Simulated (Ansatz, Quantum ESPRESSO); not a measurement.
**MnO2: programs and potentials compared**

```
Mn O
1.0
     1.42843    0.82471    4.58393
    -1.42843    0.82471    4.58393
     0.00000   -1.64941    4.58393
Mn O
1 2
Direct
  0.00000 0.00000 0.00000
  0.73564 0.73564 0.73564
  0.26436 0.26436 0.26436
```

Measurements of this composition are mostly on another form, of space group No. 136.

Alike in all runs: task band structure; functional PBEsol; k mesh 11 × 11 × 11; occupations fermi-dirac, width 0.05 eV; collinear spin, ferromagnetic start; no spin-orbit coupling. Pressure is positive in compression and, in plane waves, holds the error of the finite cutoff, which Ansatz's Pulay term estimates and takes out. Gaps are the smaller of the mesh's and the band path's.

| program and potentials | plane-wave cutoff (eV) | notes | band gap (eV) | pressure (GPa) | net moment per atom (μB) | largest force (eV/Å) |
| --- | --- | --- | --- | --- | --- | --- |
| Ansatz, Ansatz PAW | 420 | potentials made for PBE, which Ansatz adapts in part; Pulay term of +0.82 GPa included | 0.76 | -2.01 | 1.00 | 0.163 |
| Quantum ESPRESSO, GBRV 1.5 PBEsol | 612 | - | 0.76 | -1.46 | 1.00 | 0.120 |
| Ansatz, all-electron LAPW, scalar-relativistic | - | - | ? | ? | ? | ? |
| Ansatz, PAW datasets made for the crystal | 520 | - | 0.78 | -1.98 | 1.00 | 0.160 |

Estimate from the other rows what the run with Ansatz, all-electron LAPW, scalar-relativistic gave.

Band gap 0.78 eV; pressure -1.98 GPa; net moment per atom 1.00 μB; largest force 0.161 eV/Å. The other rows, which needn't bracket it: band gap 0.76 to 0.78; pressure -2.01 to -1.46; net moment per atom 1.00; largest force 0.120 to 0.163.
